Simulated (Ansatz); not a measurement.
Barrier of one jump, B in BP

Method: DFT PBE, scalar-relativistic, plane waves, PAW in Ansatz. (420 eV cutoff, 2×2×2 k-mesh, shifted by half a step, Gaussian smearing of 0.02 eV, collinear spin)

Host crystal, relaxed:

```
CELL_PARAMETERS angstrom
0.00000 2.27410 2.27410
2.27410 0.00000 2.27410
2.27410 2.27410 0.00000
ATOMIC_POSITIONS crystal
B 0.00000 0.00000 0.00000
P 0.25000 0.25000 0.25000
```

In a supercell of 32 host sites, interstitial B hops to an equivalent place, moving 1.49 Å between the relaxed ends. Climbing-image nudged elastic band at fixed cell with images 0 (start) to 6 (end), the path measured over all atoms, converged to 0.05 eV/Å; the order of the saddle wasn't checked, and the small cell leaves errors of about a tenth of an eV.

Supercell rows in host cell vectors: -1 -1 3; -1 -1 -1; 3 -1 -1. B was set at (0.500, 0.500, 0.500) of the host cell.

At the relaxed start B has 2 B at 1.84 Å, 1 B at 1.85 Å, 3 P at 1.97 Å.

Starting moments were lost in some runs.

What barrier does the band give, and what surrounds the atom at the top?

0.18 eV at image 1, where B has 2 B at 1.72 Å, 1 P at 1.78 Å, 2 P at 2.20 Å. An image lies below the start, so the start isn't the lowest place along this path.

Cost: 1 run of about 67 core-minutes, on Arm Neoverse V1 (shared hosts).